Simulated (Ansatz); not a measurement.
# HgTe (F-43m) under several functionals

**The experiment to reproduce.**

A printed reference work, data compilation reports, for a bulk crystal of HgTe at 300 K: lattice constant a 6.4623 Å.

Plane-wave DFT in Ansatz with scalar-relativistic PAW potentials. The same structure was relaxed (cell and atoms, symmetry kept) in separate runs at each level. No spin polarisation.

How do the levels PBE, PBEsol, r2SCAN compare?

| level | cutoff (eV) | k mesh | V (Å³/atom) | a (Å) |
| --- | --- | --- | --- | --- |
| PBEsol | 420 | 12×12×12 | 34.507 | 6.511 |
| r2SCAN | 500 | 12×12×12 | 35.495 | 6.573 |
| PBE | 420 | 12×12×12 | 36.800 | 6.652 |

The usual order of volumes, PBEsol < PBE, holds here (34.507, 36.800 Å³/atom). As a rule PBEsol, built on the gradient expansion of slowly varying densities, lies between LDA and PBE; PBE's stronger gradient term for exchange weakens bonds. r2SCAN lies 3.5 % under PBE in volume.

For PBE: Against the measured lattice constant a of HgTe, 6.4623 Å (300 K; a printed reference work, data compilation), the calculated 6.652 Å is off by +2.9 %. The calculations are for 0 K without zero-point motion.

Spin–orbit coupling is left out, which can shift energies with elements as heavy as these.